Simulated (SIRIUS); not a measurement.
# BN (F-43m) in SIRIUS: further runs

Aim: see how the results for BN move with the level of theory and the settings. Levels: LDA, PBEsol. Tasks: band structure.

Everything below comes from runs of SIRIUS 7.12.0. Logs are shortened: lines on timing, memory, paths and dates and some standing lists are left out, and cuts for length are marked. The log counts tension as positive stress, the text compression.

**What was measured.**

From a printed reference work, monograph, for a bulk crystal of BN at 300 K: band gap 6.4 eV (indirect).

The results are compared with them further down.

## Step 1: Starting point

It takes space group F-43m (No. 216, cubic). Conventional cell: a = 3.626 Å, b = 3.626 Å, c = 3.626 Å, α = 90.00°, β = 90.00°, γ = 90.00°. N (site symmetry -43m) has 4 B at 1.57 Å as nearest neighbours. B (site symmetry -43m) is surrounded by 4 N at 1.57 Å.

The cell is a database's computed one.

## Step 2: Band structure, LDA

sirius.json

```json
{
  "control": {
    "processing_unit": "cpu",
    "verbosity": 2,
    "num_bands_to_print": 10,
    "print_forces": true,
    "print_stress": true
  },
  "parameters": {
    "electronic_structure_method": "pseudopotential",
    "xc_functionals": ["XC_LDA_X", "XC_LDA_C_PW"],
    "gk_cutoff": 9.2,
    "pw_cutoff": 18.4,
    "ngridk": [13, 13, 13],
    "shiftk": [0, 0, 0],
    "smearing": "fermi_dirac",
    "smearing_width": 0.0018374661,
    "num_bands": 10,
    "num_mag_dims": 0,
    "num_dft_iter": 100,
    "energy_tol": 1e-08,
    "density_tol": 1e-06
  },
  "iterative_solver": {
    "type": "davidson",
    "min_tolerance": 1e-10
  },
  "mixer": {
    "type": "anderson",
    "beta": 0.7,
    "max_history": 8
  },
  "settings": {
    "tol_ne": 1e-10,
    "pseudo_grid_cutoff": 6.5
  },
  "unit_cell": {
    "lattice_vectors": [
      [0.0, 3.426075353673, 3.426075353673],
      [3.426075353673, 0.0, 3.426075353673],
      [3.426075353673, 3.426075353673, 0.0]
    ],
    "atom_coordinate_units": "lattice",
    "atom_types": ["N", "B"],
    "atom_files": {
      "B": "B.json",
      "N": "N.json"
    },
    "atoms": {
      "N": [
        [0.25, 0.25, 0.25]
      ],
      "B": [
        [0.0, 0.0, 0.0]
      ]
    }
  }
}
```

bands_input.json

```json
{
  "control": {
    "processing_unit": "cpu",
    "verbosity": 1,
    "num_bands_to_print": 10,
    "print_forces": true,
    "print_stress": true
  },
  "parameters": {
    "electronic_structure_method": "pseudopotential",
    "xc_functionals": ["XC_LDA_X", "XC_LDA_C_PW"],
    "gk_cutoff": 9.2,
    "pw_cutoff": 18.4,
    "ngridk": [13, 13, 13],
    "shiftk": [0, 0, 0],
    "smearing": "fermi_dirac",
    "smearing_width": 0.0018374661,
    "num_bands": 10,
    "num_mag_dims": 0,
    "num_dft_iter": 100,
    "energy_tol": 1e-08,
    "density_tol": 1e-06
  },
  "iterative_solver": {
    "type": "davidson",
    "min_tolerance": 1e-10,
    "energy_tolerance": 1e-09,
    "num_steps": 60
  },
  "mixer": {
    "type": "anderson",
    "beta": 0.7,
    "max_history": 8
  },
  "settings": {
    "tol_ne": 1e-10,
    "pseudo_grid_cutoff": 6.5
  },
  "unit_cell": {
    "lattice_vectors": [
      [0.0, 3.426075353673, 3.426075353673],
      [3.426075353673, 0.0, 3.426075353673],
      [3.426075353673, 3.426075353673, 0.0]
    ],
    "atom_coordinate_units": "lattice",
    "atom_types": ["N", "B"],
    "atom_files": {
      "B": "B.json",
      "N": "N.json"
    },
    "atoms": {
      "N": [
        [0.25, 0.25, 0.25]
      ],
      "B": [
        [0.0, 0.0, 0.0]
      ]
    }
  },
  "kpoints_rel": {
    "G": [0.0, 0.0, 0.0],
    "X": [0.5, 0.0, 0.5],
    "W": [0.5, 0.25, 0.75],
    "K": [0.375, 0.375, 0.75],
    "L": [0.5, 0.5, 0.5],
    "U": [0.625, 0.25, 0.625]
  },
  "kpoints_path": ["G", "X", "W", "K", "G", "L", "U"]
}
```

Potentials or basis: PseudoDojo 0.4.1 PBE standard (scalar relativistic).

Launch:

```
$ upf_to_json B.upf
$ upf_to_json N.upf
$ OMP_NUM_THREADS=1 sirius.scf --input=sirius.json --output=out.json --task=0
$ OMP_NUM_THREADS=1 sirius.scf --input=bands_input.json --task=2
```

Log:

```text
[info] SIRIUS version : 7.12.0
[info] number of MPI ranks           : 1
[info] MPI grid                      : 1 1
[info] maximum number of OMP threads : 1
[fft] FFT context for density and potential
[fft] =====================================
[fft]   comm size                             : 1
[fft]   plane wave cutoff                     : 18.4
[fft]   grid size                             : 32 32 32   total : 32768
[fft]   grid limits                           : -15 16   -15 16   -15 16
[fft]   number of G-vectors within the cutoff : 4197
[fft]   local number of G-vectors             : 4197
[fft]   number of G-shells                    : 261
[fft] FFT context for coarse grid
[fft] =====================================
[fft]   comm size                             : 1
[fft]   plane wave cutoff                     : 18.4
[fft]   grid size                             : 32 32 32   total : 32768
[fft]   grid limits                           : -15 16   -15 16   -15 16
[fft]   number of G-vectors within the cutoff : 4197
[fft]   local number of G-vectors             : 4197
[fft]   number of G-shells                    : 261
[unit cell] lattice vectors
[unit cell]   a1 :       0.0000000000      3.4260753537      3.4260753537
[unit cell]   a2 :       3.4260753537      0.0000000000      3.4260753537
[unit cell]   a3 :       3.4260753537      3.4260753537      0.0000000000
[unit cell] reciprocal lattice vectors
[unit cell]   b1 :      -0.9169654282      0.9169654282      0.9169654282
[unit cell]   b2 :       0.9169654282     -0.9169654282      0.9169654282
[unit cell]   b3 :       0.9169654282      0.9169654282     -0.9169654282
[unit cell] unit cell volume :        80.43049244 [a.u.^3]
[unit cell] 1/sqrt(omega)    :         0.11150379
[unit cell] MT volume        :         0.00000000 ( 0.00%)
[unit cell] IT volume        :        80.43049244 (100.00%)
[unit cell] number of atom types : 2
[unit cell] type id : 0 symbol :  N mt_radius :  10.570000 num_atoms : 1
[unit cell] type id : 1 symbol :  B mt_radius :  15.330000 num_atoms : 1
[unit cell] total number of atoms : 2
[unit cell] number of symmetry classes : 2
[unit cell] number of PAW atoms : 0
[unit cell] atom id  type id  class id             position                      vector_field
[unit cell] ------------------------------------------------------------------------------------------
[unit cell]      0        0        0      0.25000   0.25000   0.25000      0.00000   0.00000   0.00000
[unit cell]      1        1        1      0.00000   0.00000   0.00000      0.00000   0.00000   0.00000
[unit cell] atom id         position (Cartesian, a.u.)
[unit cell] ---------------------------------------------
[unit cell]      0       1.713038    1.713038    1.713038
[unit cell]      1       0.000000    0.000000    0.000000
[unit cell] class id : 0 atom id : 0
[unit cell] class id : 1 atom id : 1
[unit cell] minimum bond length:     2.967068
[unit cell] total number of pseudo wave-functions: 8
[sym] space group number   : 216
[sym] international symbol : F-43m
[sym] Hall symbol          : F -4 2 3
[sym] space group transformation matrix :
[sym]   0.0000  0.5000  0.5000
[sym]  -0.5000 -0.5000  0.0000
[sym]   0.5000  0.0000  0.5000
[sym] space group origin shift :
[sym]   0.0000  0.0000  0.0000
[sym] number of space group operations  : 24
[sym] number of magnetic group operations : 24
[sym] metric tensor error: 0.0000e+00
[sym] rotation matrix error: 0.0000e+00
[sym] symmetry operations
[... 208 lines left out ...]
[find] Free energy (E-TS)             :     -13.37041496 (Ha),     -26.74082993 (Ry)
[find] band gap (eV)                  :       4.33352772
[find] Efermi                         :       0.48979435
[find] iteration : 3, RMS (target) : 1.0972e-03 (1.0000e-06) , energy difference (target) : -1.0003e-04 (1.0000e-08)
[find] | SCF iteration   4 out of 100|
[diagonalize] iterative solver tolerance (occupied, empty): 0.000109719 0.000109719
[diagonalize] average number of iterations: 3.55952
[find] Total energy                   :     -13.37041859 (Ha),     -26.74083718 (Ry)
[... 36 lines left out ...]
[find] | SCF iteration   9 out of 100|
[diagonalize] iterative solver tolerance (occupied, empty): 2.88489e-07 2.88489e-07
[diagonalize] average number of iterations: 1.28571
[find] Total energy                   :     -13.37041904 (Ha),     -26.74083807 (Ry)
[find] Free energy (E-TS)             :     -13.37041904 (Ha),     -26.74083807 (Ry)
[find] band gap (eV)                  :       4.33348215
[find] Efermi                         :       0.48980662
[find] iteration : 9, RMS (target) : 1.9742e-06 (1.0000e-06) , energy difference (target) : -2.5472e-10 (1.0000e-08)
[find] bands are converged : true
[find] iterative solver converged : false
[find] +------------------------------+
[find] | SCF iteration  10 out of 100|
[find] +------------------------------+
[diagonalize] iterative solver tolerance (occupied, empty): 1.44245e-07 1.44245e-07
[diagonalize] average number of iterations: 1.10714
[diagonalize] Lowest band energies
[diagonalize] ik:    0   -0.340158    0.402759    0.402759    0.402759    0.725053    0.725053    0.725053    0.771467    1.291103    1.430434
[diagonalize] ik:    1   -0.334860    0.373645    0.397053    0.397053    0.730326    0.733664    0.733664    0.790672    1.284999    1.342590
[diagonalize] ik:    2   -0.319125    0.304849    0.382782    0.382782    0.739068    0.754403    0.754403    0.835770    1.267708    1.285577
[diagonalize] ik:    3   -0.293531    0.221749    0.365534    0.365534    0.748441    0.775994    0.775994    0.882430    1.248423    1.263711
[diagonalize] ik:    4   -0.259518    0.138559    0.349830    0.349830    0.757360    0.789242    0.789242    0.918074    1.237936    1.279958
[diagonalize] ...
[diagonalize] ik:   79   -0.133173    0.093386    0.149477    0.219190    0.734943    0.858772    0.942130    0.985052    1.067013    1.337551
[diagonalize] ik:   80   -0.148870    0.099904    0.156748    0.239737    0.747722    0.834698    0.921577    1.008134    1.065747    1.324229
[diagonalize] ik:   81   -0.131398    0.099251    0.179968    0.187163    0.669165    0.825281    0.953768    1.026902    1.110852    1.348995
[diagonalize] ik:   82   -0.125010    0.110063    0.139563    0.195082    0.706089    0.871817    0.926312    0.993650    1.097409    1.342093
[diagonalize] ik:   83   -0.125571    0.114270    0.146101    0.179105    0.743514    0.875104    0.916129    0.967227    1.094498    1.336152
[find] Charges and magnetic moments
[find] --------------------------------------------------------------------------------
[find] total charge          : 8.000000
[find] Energy
[find] --------------------------------------------------------------------------------
[find] valence_eval_sum               :       0.90523337
[find] <rho|V^{XC}>                   :      -4.94171980
[find] <rho|E^{XC}>                   :      -4.32127541
[find] <mag|B^{XC}>                   :       0.00000000
[find] <rho|V^{H}>                    :       3.53133224
[find] one-electron contribution      :       2.31562093 (Ha),       4.63124185 (Ry)
[find] hartree contribution           :       1.76566612
[find] xc contribution                :      -4.32127541
[find] ewald contribution             :     -13.13043140
[find] PAW contribution               :       0.00000000
[find] smearing (-TS)                 :       0.00000000
[find] SCF correction                 :       0.00000073
[find] Total energy                   :     -13.37041904 (Ha),     -26.74083807 (Ry)
[find] Free energy (E-TS)             :     -13.37041904 (Ha),     -26.74083807 (Ry)
[find] band gap (eV)                  :       4.33348881
[find] Efermi                         :       0.48980658
[find] iteration : 10, RMS (target) : 7.2198e-07 (1.0000e-06) , energy difference (target) : -4.0167e-11 (1.0000e-08)
[find] bands are converged : true
[find] iterative solver converged : false
[find] converged after 11 SCF iterations!
[find] Charges and magnetic moments
[find] --------------------------------------------------------------------------------
[find] total charge          : 8.000000
[find] Energy
[find] --------------------------------------------------------------------------------
[find] valence_eval_sum               :       0.90523337
[find] <rho|V^{XC}>                   :      -4.94171980
[find] <rho|E^{XC}>                   :      -4.32127541
[find] <mag|B^{XC}>                   :       0.00000000
[find] <rho|V^{H}>                    :       3.53133224
[find] one-electron contribution      :       2.31562093 (Ha),       4.63124185 (Ry)
[find] hartree contribution           :       1.76566612
[find] xc contribution                :      -4.32127541
[find] ewald contribution             :     -13.13043140
[find] PAW contribution               :       0.00000000
[find] smearing (-TS)                 :       0.00000000
[find] SCF correction                 :       0.00000073
[find] Total energy                   :     -13.37041904 (Ha),     -26.74083807 (Ry)
[find] Free energy (E-TS)             :     -13.37041904 (Ha),     -26.74083807 (Ry)
[find] band gap (eV)                  :       4.33348881
[find] Efermi                         :       0.48980658
[ground_state] === stress tensor components [kbar] ===
[ground_state] === stress_kin ===
[ground_state] -22741.310394    0.000000    0.000000
[ground_state]     0.000000-22741.310394    0.000000
[ground_state]     0.000000    0.000000-22741.310394
[ground_state] === stress_har ===
[ground_state] -2152.901734    0.000000    0.000000
[ground_state]     0.000000-2152.901734   -0.000000
[ground_state]     0.000000   -0.000000-2152.901734
[ground_state] === stress_ewald ===
[ground_state] 16010.121152    0.000000    0.000000
[ground_state]     0.00000016010.121152    0.000000
[ground_state]     0.000000    0.00000016010.121152
[ground_state] === stress_vloc ===
[ground_state]   716.320242    0.000000    0.000000
[ground_state]     0.000000  716.320242    0.000000
[ground_state]     0.000000    0.000000  716.320242
[ground_state] === stress_xc ===
[ground_state]  2269.549898    0.000000    0.000000
[ground_state]     0.000000 2269.549898    0.000000
[ground_state]     0.000000    0.000000 2269.549898
[ground_state] === stress_core ===
[ground_state]  2407.729267    0.000000    0.000000
[ground_state]     0.000000 2407.729267    0.000000
[ground_state]     0.000000    0.000000 2407.729267
[ground_state] === stress_nonloc ===
[ground_state]  3555.840956    0.000000    0.000000
[ground_state]     0.000000 3555.840956    0.000000
[ground_state]     0.000000    0.000000 3555.840956
[ground_state] === stress_us_nl ===
[ground_state]  3555.840956    0.000000    0.000000
[ground_state]     0.000000 3555.840956    0.000000
[ground_state]     0.000000    0.000000 3555.840956
[ground_state] === stress_total ===
[ground_state]    65.349386    0.000000    0.000000
[ground_state]     0.000000   65.349386    0.000000
[ground_state]     0.000000    0.000000   65.349386
[ground_state] ==== total Forces in Ha/bohr =====
[ground_state] atom:    0, force:      -0.0000000     -0.0000000      0.0000000
[ground_state] atom:    1, force:      -0.0000000     -0.0000000      0.0000000
[ground_state] ==== ultrasoft contribution from Qij =====
[ground_state] atom:    0, force:       0.0000000      0.0000000      0.0000000
[ground_state] atom:    1, force:       0.0000000      0.0000000      0.0000000
[ground_state] ==== non-local contribution from Beta-projector =====
[ground_state] atom:    0, force:       0.0000000      0.0000000      0.0000000
[ground_state] atom:    1, force:       0.0000000      0.0000000      0.0000000
[ground_state] ==== contribution from local potential =====
[ground_state] atom:    0, force:       0.0000000      0.0000000      0.0000000
[ground_state] atom:    1, force:      -0.0000000     -0.0000000      0.0000000
[ground_state] ==== contribution from core density =====
[ground_state] atom:    0, force:      -0.0000000     -0.0000000      0.0000000
[ground_state] atom:    1, force:       0.0000000      0.0000000      0.0000000
[ground_state] ==== Ewald forces from ions =====
[ground_state] atom:    0, force:       0.0000000      0.0000000      0.0000000
[ground_state] atom:    1, force:       0.0000000      0.0000000      0.0000000
[~DFT_ground_state] local op. applied: 21030
[~DFT_ground_state] evp. work count: 9073.76
[~DFT_ground_state] number of iterative solver steps: 1892
```

Wall time 13 s (1 thread of Intel Xeon 6975P-C (Granite Rapids), shared host); peak memory 0.22 GiB.

Results:

```
Free energy             : -363.8276 eV
Pressure                : -6.5 GPa
Band gap on the k mesh  : 4.33 eV
Band gap along the path : 4.26 eV, indirect (least direct gap 8.77 eV)
```

Levels at the corners of the path, in eV from the Fermi level:
| point | band 1 | band 2 | band 3 | band 4 | band 5 | band 6 | band 7 |
| --- | --- | --- | --- | --- | --- | --- | --- |
| Γ | -22.58 | -2.37 | -2.37 | -2.37 | 6.40 | 6.40 | 6.40 |
| X | -16.97 | -11.32 | -7.28 | -7.28 | 1.89 | 6.67 | 15.38 |
| W | -16.65 | -9.96 | -9.39 | -8.92 | 7.03 | 10.79 | 11.92 |
| K | -16.88 | -10.52 | -10.09 | -6.45 | 4.35 | 10.32 | 13.32 |
| Γ | -22.58 | -2.37 | -2.37 | -2.37 | 6.40 | 6.40 | 6.40 |
| L | -18.34 | -13.11 | -4.31 | -4.31 | 7.58 | 8.25 | 8.25 |
| U | -16.88 | -10.52 | -10.09 | -6.45 | 4.35 | 10.32 | 13.32 |

Caveat: the potentials were made for another functional, which shifts forces and pressure.

[end of part 1 of 2]
